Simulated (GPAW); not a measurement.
# WS2 in GPAW: settings compared, part 2 of 2

GPAW 26.7.0.

## 4. Band structure, LDA

run.py reads:

```python
from ase.dft.bandgap import bandgap
from ase.io import write
from ase.spacegroup import crystal
from ase.units import GPa
from gpaw import GPAW, PW, setup_paths

setup_paths.insert(0, '.')

# W 1a
# S 2h
atoms = crystal(['W', 'S'],
                basis=[[0.0, 0.0, 0.0],
                       [0.3333333333, 0.6666666667, 0.09200051]],
                spacegroup=187, setting=1,  # P-6m2
                cellpar=[3.18351636, 3.18351636, 16.95057789, 90.0, 90.0, 120.0],
                primitive_cell=True)

calc = GPAW(mode=PW(600),
            xc='LDA',
            kpts={'size': (7, 7, 2), 'gamma': True},
            occupations={'name': 'fermi-dirac', 'width': 0.05},
            nbands=25,
            convergence={'density': 1e-05, 'energy': 1e-05},
            maxiter=150,
            txt='gpaw.txt')
atoms.calc = calc
energy = atoms.get_potential_energy()
forces = atoms.get_forces()
stress = atoms.get_stress()
calc.write('gs.gpw')
write('result.traj', atoms)
print(f'Energy: {energy:.6f} eV')
print('Forces (eV/A):')
print(forces.round(4))
print('Stress (GPa):', (stress / GPa).round(3))
print('Fermi level:', round(calc.get_fermi_level(), 4), 'eV')
print(f'Gap: {bandgap(calc)[0]:.4f} eV, direct: {bandgap(calc, direct=True)[0]:.4f} eV')

path = atoms.cell.bandpath('GMKGALHA,LM,KH', npoints=80, eps=1e-4)
bs_calc = calc.fixed_density(kpts=path, symmetry='off', nbands=48,
                             convergence={'bands': 'CBM+6.0', 'eigenstates': 1e-6}, txt='bands.txt')
bs = bs_calc.band_structure()
bs.write('bs.json')
print(f'Gap on the path: {bandgap(bs_calc)[0]:.4f} eV')
```

Potentials or basis: PAW data sets generated in the run's folder for this functional, pw.

Run with:

```
gpaw-setup -f LDA S W
OMP_NUM_THREADS=1 python run.py
```

gpaw.txt:

```text
__  _  _
 | _ |_)|_||  |
 |__||  | ||/\| - 26.7.0

Input parameters:
  mode=PW(ecut=600.0),
  convergence={'density': 1e-05, 'energy': 1e-05},
  kpts=MonkhorstPack(size=(7, 7, 2), gamma=True),
  maxiter=150,
  nbands=25,
  occupations=Occupations(name='fermi-dirac', width=0.05),
  xc=XC(name='LDA')

Diagonalizing LCAO Hamiltonian
Converting LCAO to pw mode

         S

         S

       W

Atoms  # Å, Bohr magnetons
|   | symbol |         x |        y |         z |    initial magnetic moments |
|---|--------|-----------|----------|-----------|-----------------------------|
| 0 |      W |  0.000000 | 0.000000 |  0.000000 | ( 0.0000,  0.0000,  0.0000) |
| 1 |      S | -0.000000 | 1.838004 |  1.559462 | ( 0.0000,  0.0000,  0.0000) |
| 2 |      S | -0.000000 | 1.838004 | 15.391116 | ( 0.0000,  0.0000,  0.0000) |

Unit cell  # Å
| periodic |         x |        y |         z |   lengths |     angles |
|----------|-----------|----------|-----------|-----------|------------|
|      yes |  3.183516 | 0.000000 |  0.000000 |  3.183516 |  90.000000 |
|      yes | -1.591758 | 2.757006 |  0.000000 |  3.183516 |  90.000000 |
|      yes |  0.000000 | 0.000000 | 16.950578 | 16.950578 | 120.000000 |

Number of symmetries: 12
Symmetry operations  # r_c * U_cc + t_c -> r_c
|    | kind |            matrix            |
|----|------|------------------------------|
|  0 |  σ   |  1, 1, 0,  0,-1, 0,  0, 0, 1 |
|  1 |  C2  |  1, 1, 0,  0,-1, 0,  0, 0,-1 |
|  2 |  E   |  1, 0, 0,  0, 1, 0,  0, 0, 1 |
|  3 |  σ   |  1, 0, 0,  0, 1, 0,  0, 0,-1 |
|  4 |  C3  |  0, 1, 0, -1,-1, 0,  0, 0, 1 |
|  5 |  S3  |  0, 1, 0, -1,-1, 0,  0, 0,-1 |
|  6 |  σ   |  0,-1, 0, -1, 0, 0,  0, 0, 1 |
|  7 |  C2  |  0,-1, 0, -1, 0, 0,  0, 0,-1 |
|  8 |  σ   | -1, 0, 0,  1, 1, 0,  0, 0, 1 |
|  9 |  C2  | -1, 0, 0,  1, 1, 0,  0, 0,-1 |
| 10 |  C3  | -1,-1, 0,  1, 0, 0,  0, 0, 1 |
| 11 |  S3  | -1,-1, 0,  1, 0, 0,  0, 0,-1 |

BZ-sampling:
  Number of BZ points: 98
  Number of IBZ points: 16

  Monkhorst-Pack size: [7, 7, 2]
  Monkhorst-Pack shift: [0.0, 0.0, 0.25]

K-points  # in reciprocal-cell coordinates
|     |                                coordinates |     weight |
|-----|--------------------------------------------|------------|
|   0 | (  0.00000000,   0.00000000,   0.00000000) | 0.01020408 |
|   1 | (  0.00000000,   0.00000000,   0.50000000) | 0.01020408 |
|   2 | (  0.14285714,   0.00000000,   0.00000000) | 0.06122449 |
|   3 | (  0.14285714,   0.00000000,   0.50000000) | 0.06122449 |
|   4 | (  0.28571429,  -0.14285714,   0.00000000) | 0.06122449 |
|   5 | (  0.28571429,  -0.14285714,   0.50000000) | 0.06122449 |
|   6 | (  0.28571429,   0.00000000,   0.00000000) | 0.06122449 |
|   7 | (  0.28571429,   0.00000000,   0.50000000) | 0.06122449 |
|   8 | (  0.42857143,  -0.14285714,   0.00000000) | 0.12244898 |
|   9 | (  0.42857143,  -0.14285714,   0.50000000) | 0.12244898 |
| ... |                                            |            |
|  15 | (  0.42857143,   0.42857143,   0.50000000) | 0.06122449 |

Plane wave coefficients: 4996
Cutoff: 600.0 eV

Spin-components: 1 (collinear spins)
Bands:           25
Projectors:      16
Spin-degeneracy: 2
Datatype:        complex128

Parallelization:
  kpt:    1
  domain: 1
  band:   1

Density:
  Valence electrons: 26.0
  Components: 1
  Grid points: [18 18 96]
  Charge: 0.0  # |e|

Potential:
  Grid points: [18 18 96]

species:
  W:
    name:    Tungsten
    Z:       74.0
    valence: 14
    core:    60
    charge:  0.0  # [|e|]
    compensation charges:
      type: gauss
      rc: 0.40  # [Å]
      lmax: 2
    cutoffs:
      filter: 2.36  # [Å]
      core: 3.02  # [Å]
    projectors
    | kind |    occ | energy [eV] | rcut [Å] |
    |------|--------|-------------|----------|
    |   5s |  2.000 |     -79.053 |    1.344 |
    |   6s |  2.000 |      -5.886 |    1.344 |
    |   5p |  6.000 |     -43.417 |    1.355 |
    |   6p |  0.000 |      -1.469 |    1.355 |
    |   5d |  4.000 |      -4.693 |    1.228 |
    |    d |        |      22.518 |    1.228 |

    Using partial waves for W as LCAO basis

  S:
    name:    Sulfur
    Z:       16.0
    valence: 6
    core:    10
    charge:  0.0  # [|e|]
    compensation charges:
      type: gauss
      rc: 0.24  # [Å]
      lmax: 2
    cutoffs:
      filter: 1.77  # [Å]
      core: 1.66  # [Å]
    projectors
    | kind |    occ | energy [eV] | rcut [Å] |
    |------|--------|-------------|----------|
    |   3s |  2.000 |     -17.278 |    0.974 |
    |   3p |  4.000 |      -7.106 |    0.979 |
    |    s |        |       9.933 |    0.974 |
    |    p |        |      20.105 |    0.979 |
    |    d |        |       0.000 |    0.900 |

    Using partial waves for S as LCAO basis

Reference energy: -460165.274101  # eV

eigensolver:
  PPCG
  Converge bands: occupied
  niter=2

density mixing:
  MSR1-Mixer
  Pratt-step length: 0.05
  Maximum mixing coefficient: 0.75
  Old densities: 10
  SVD Regularization: 0.005
  Good broyden scale: 1.0
  Trust region scale: 1.0
  Backstep threshold: 4.0
  History deletion threshold: 6.0
  Fourier metric: weight=20.0, sigma=0.015

occupation numbers:
  Fermi-Dirac:
    width: 0.0500  # eV

poisson solver:
  ecut: 4800.0  # eV

xc functional:
  name: None

convergence criteria:
- Maximum integral of absolute [dens]ity change: 1e-05 electrons / valence electron
- Maximum [total energy] change in last 3 cyles: 1e-05 eV / valence electron
- Maximum integral of absolute [eigenst]ate change: 4e-08 eV^2 / valence electron
maximum number of iterations: 150

SCF iterations
|iter     | |      energy | eigst |  dens |
|---------|-|-------------|-------|-------|
|iter:   1| |  -25.201270 | +0.22 |       |
|iter:   2| |  -25.154433 | -1.49 | -1.18 |
|iter:   3| |  -24.885937 | -1.55 | -1.22 |
|iter:   4| |  -24.864684 | -1.97 | -1.59 |
|iter:   5| |  -24.820093 | -2.70 | -1.70 |
|iter:   6| |  -24.819602 | -3.68 | -2.15 |
|iter:   7| |  -24.819598 | -4.56 | -3.00 |
|iter:   8| |  -24.819600c| -5.31 | -3.67 |
|iter:   9| |  -24.819600c| -5.96 | -4.36 |
|iter:  10| |  -24.819600c| -6.51 | -5.08c|
|iter:  11| |  -24.819600c| -7.00 | -5.54c|
|iter:  12| |  -24.819600c| -7.44c| -6.30c|

Converged in 12 steps
Energy contributions relative to reference atoms: (reference = -460165.274101)

Energy contributions:
  Kinetic:          11.983761
  Coulomb:         -14.565200
  Zero:              0.099264
  External:          0.000000
  Xc:              -22.337425
  Entropy:          -0.000000
  Spinorbit:         0.000000
  ----------------------------
  Free energy:     -24.819600
  Extrapolated:    -24.819600

dipole moment: (-9.431972, -8.271049, -63.249130)  # |e|*Ang

Fermi level: -0.015
Eigenvalues  # (at kpt = [0.000, 0.000, 0.000])
| band index |      eig [eV] | occ [0-2] |
|------------|---------------|-----------|
|          0 |       -74.766 |     2.000 |
|        ... |               |           |
|          5 |       -14.022 |     2.000 |
|          6 |        -7.307 |     2.000 |
|          7 |        -3.890 |     2.000 |
|          8 |        -3.890 |     2.000 |
|          9 |        -3.053 |     2.000 |
|         10 |        -2.640 |     2.000 |
[... 8 lines left out ...]
|         19 |         4.707 |     0.000 |
|         20 |         5.877 |     0.000 |
|        ... |               |           |
|         24 |         9.449 |     0.000 |

Gap: 2.095 eV
Transition (v -> c):
  (s=0, k=1, n=12, [0.00, 0.00, 0.50]) -> (s=0, k=4, n=13, [0.29, -0.14, 0.00])
Direct/indirect transitions are different
Direct gap: 2.431 eV
Transition at: (s=0, k=12, n=12, [0.43, 0.29, 0.00])

Forces  # eV/Ang
|        x |        y |        z |
|----------|----------|----------|
| -0.00000 | -0.00000 |  0.00000 |  # W    0
| -0.00000 | -0.00000 | -0.45442 |  # S    1
|  0.00000 |  0.00000 |  0.45442 |  # S    2

Stress tensor  # eV/Ang^3
|         x |         y |        z |
|-----------|-----------|----------|
|  0.016254 | -0.000000 | 0.000000 |
| -0.000000 |  0.016254 | 0.000000 |
|  0.000000 |  0.000000 | 0.009734 |

# Writing to gs.gpw (mode='')
```

Wall time 4.3 min (1 thread of Intel Xeon Platinum 8259CL at 2.50GHz (Skylake/Cascade Lake), shared host); peak memory 0.65 GiB.

What came out:

```yaml
Free_energy: -24.8196 eV
Largest_force: 0.454 eV/Å
Band_gap_along_the_path: 1.77 eV, indirect (least direct gap 1.78 eV)
```

Forces on the atoms (eV/Å):
```
W    0.000  0.000  0.000
S    0.000  0.000 -0.454
S    0.000  0.000  0.454
```

Levels at the corners of the path, in eV from the valence-band top:
```
point  band 11  band 12  band 13  band 14  band 15  band 16
    Γ    -1.63    -1.63     0.00     2.89     2.89     3.10
    M    -2.03    -1.24    -0.88     2.80     3.27     4.01
    K    -3.19    -2.27    -0.01     1.77     3.34     4.06
    Γ    -1.63    -1.63     0.00     2.89     2.89     3.10
    A    -1.63    -1.63     0.00     2.89     2.89     3.10
    L    -2.03    -1.24    -0.88     2.80     3.27     4.01
    H    -3.19    -2.27    -0.01     1.77     3.34     4.06
    A    -1.63    -1.63     0.00     2.89     2.89     3.10
    L    -2.03    -1.24    -0.88     2.80     3.27     4.01
    M    -2.03    -1.24    -0.88     2.80     3.27     4.01
    K    -3.19    -2.27    -0.01     1.77     3.34     4.06
    H    -3.19    -2.27    -0.01     1.77     3.34     4.06
```

Caveat: spin-orbit coupling is left out, which moves the levels of the heavy elements.

## 5. The runs side by side

```csv
task,level,potentials or basis,spin,band path,band points,spin axis theta (degrees),spin axis phi (degrees),soc after scf,largest force (eV/Å)
equation of state,C09-vdW,"GPAW PAW data sets (gpaw-data 1.2.1), pw",off,-,-,-,-,-,-
band structure,optPBE-vdW,"GPAW PAW data sets (gpaw-data 1.2.1), pw","SOC, no magnetisation","GMKGALHA,LM,KH",60,90,0,second variation,0.62
band structure,LDA,"PAW data sets generated in the run's folder for this functional, pw",off,"GMKGALHA,LM,KH",80,-,-,-,0.45
```

Alike in all rows: cell as given; k mesh 7 × 7 × 2; cutoff (eV) 600; smearing fermi-dirac 0.05 eV.

Caveats: the PAW data sets were made with another functional, which shifts forces and pressure a little (some runs); spin-orbit coupling was added after a scalar SCF, so levels and gaps hold it while energy, forces, pressure and moments don't (some runs); this program's spin-orbit splittings come out too wide for heavy elements (some runs); spin-orbit coupling is left out, which moves the levels of the heavy elements (some runs).

Total energies depend on the potentials used, so only differences within one code and one set of settings carry meaning.
